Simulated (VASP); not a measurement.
Here is a VASP 6.6.1 calculation.

Contents of INCAR:

```
SYSTEM = MgO
PREC = Accurate
ENCUT = 520
EDIFF = 1E-7
ISMEAR = 0
SIGMA = 0.02
LREAL = .False.
LASPH = .True.
NELM = 80
ALGO = Normal
ISIF = 3
LWAVE = .False.
LCHARG = .False.
GGA = PE
IBRION = 2
NSW = 80
EDIFFG = -0.002
```

The input KPOINTS:

```
Automatic mesh
0
Gamma
  18 18 18
  0 0 0
```

POSCAR

```
MgO                                     
1.0
   -0.0000000000      2.1233924856      2.1233924856
    2.1233924856     -0.0000000000      2.1233924856
    2.1233924856      2.1233924856      0.0000000000
  Mg              O             
     1     1
Direct
     0.0000000000000000    0.0000000000000000    0.0000000000000000
     0.5000000000000000    0.5000000000000000    0.5000000000000000
```

Potentials or basis: VASP PAW PBE potentials, release 64 (Mg, O).

Launch:

```console
$ cat potpaw_PBE.64/Mg/POTCAR potpaw_PBE.64/O/POTCAR > POTCAR
$ mpirun -np 1 vasp_std > vasp.out
```

Q: Estimate the band gap on the k mesh.

A: 4.49 eV, direct.

Final structure:
```
CELL_PARAMETERS angstrom
0.00000 2.12339 2.12339
2.12339 0.00000 2.12339
2.12339 2.12339 0.00000
ATOMIC_POSITIONS crystal
Mg 0.00000 0.00000 0.00000
O 0.50000 0.50000 0.50000
```

Caveat: the relaxation stopped at its first step, so nothing moved. A k mesh can miss the band edges.
